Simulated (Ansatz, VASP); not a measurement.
# HfN: VASP beside Ansatz

```
CELL_PARAMETERS angstrom
0.00000 2.25600 2.25600
2.25600 0.00000 2.25600
2.25600 2.25600 0.00000
ATOMIC_POSITIONS crystal
Hf 0.02558 0.01152 0.98645
N 0.48681 0.50285 0.51365
```

Change from the starting cell: atoms moved at random, drawn with an rms of 0.05 Å.

Alike in both runs: task single point; functional PBEsol; k mesh 10 × 10 × 10; occupations fermi-dirac, width 0.05 eV; no spin polarisation.

```csv
,VASP,Ansatz
version,VASP 6.6.1,Ansatz 0.2.0
potentials or method,"VASP PAW PBE potentials, release 64 (Hf_pv, N), cutoff 520 eV","all-electron LAPW, scalar-relativistic"
```

|  | VASP | Ansatz | Ansatz less VASP |
| --- | --- | --- | --- |
| gap on the k mesh at the Fermi level (eV) | none | none | - |
| pressure (GPa) | -2.2 | 0.0 | +2.15 |
| largest component of the traceless stress (GPa) | 2.56 | 2.55 | -0.003 |
| rms of the force components (eV/Å) | 0.792 | 0.789 | -0.0034 |

Atom by atom the forces differ by 0.003 eV/Å (rms over components). A gap of «none» marks a metal or a gap that the smearing closes. Ansatz ran all-electron here, so the differences hold the error of VASP's frozen core and of both bases.

Caveats: the PAW data sets were made with another functional, which shifts forces and pressure a little (VASP). The runs have no spin-orbit coupling, so splittings on Hf are missing.
